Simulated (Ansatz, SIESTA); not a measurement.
**MgI2: the functional in 2 programs**

Symmetry: P-3m1, No. 164, trigonal system. Conventional cell: a = 4.140 Å, b = 4.140 Å, c = 6.880 Å, α = 90.00°, β = 90.00°, γ = 120.00°. I (site symmetry 3m) has 3 Mg at 2.94 Å as nearest neighbours. Mg (site symmetry -3m) has 6 I at 2.94 Å as nearest neighbours.

Kept alike: task band structure; k mesh 8 × 8 × 4; occupations fermi-dirac, width 0.05 eV; no spin polarisation. The mesh is that of the run's cell of 3 atoms. No spin-orbit coupling.

- A: Ansatz, all-electron LAPW, scalar-relativistic
- B: SIESTA; files PseudoDojo sr-lda-0.4.1-standard, DZP (energy shift 0.003 Ry; two zetas on semicore shells) (LDA); files PseudoDojo sr-pbe-0.4.1-standard, DZP (energy shift 0.003 Ry; two zetas on semicore shells) (PBE); files PseudoDojo sr-pbesol-0.4.1-standard, DZP (energy shift 0.003 Ry; two zetas on semicore shells) (PBEsol), atomic orbitals

| functional | A: band gap on the mesh (eV) | B: band gap on the mesh (eV) |
| --- | --- | --- |
| LDA | 3.328 | 3.392 |
| PBE | 3.489 | 3.533 |
| PBEsol | 3.436 | 3.500 |

A gap on the mesh can miss an edge between its points.

How large is the effect of the functional, and do the programs agree on it?

From LDA to PBE the band gap on the mesh moves by +0.161 in A, +0.141 in B (eV). Row by row the programs differ by 0.044 to 0.064, and over this span the shifts, as printed, agree within about 12 %. Shifts from LDA: PBE +0.161, +0.141; PBEsol +0.108, +0.108; the programs' shifts differ by up to 0.020.
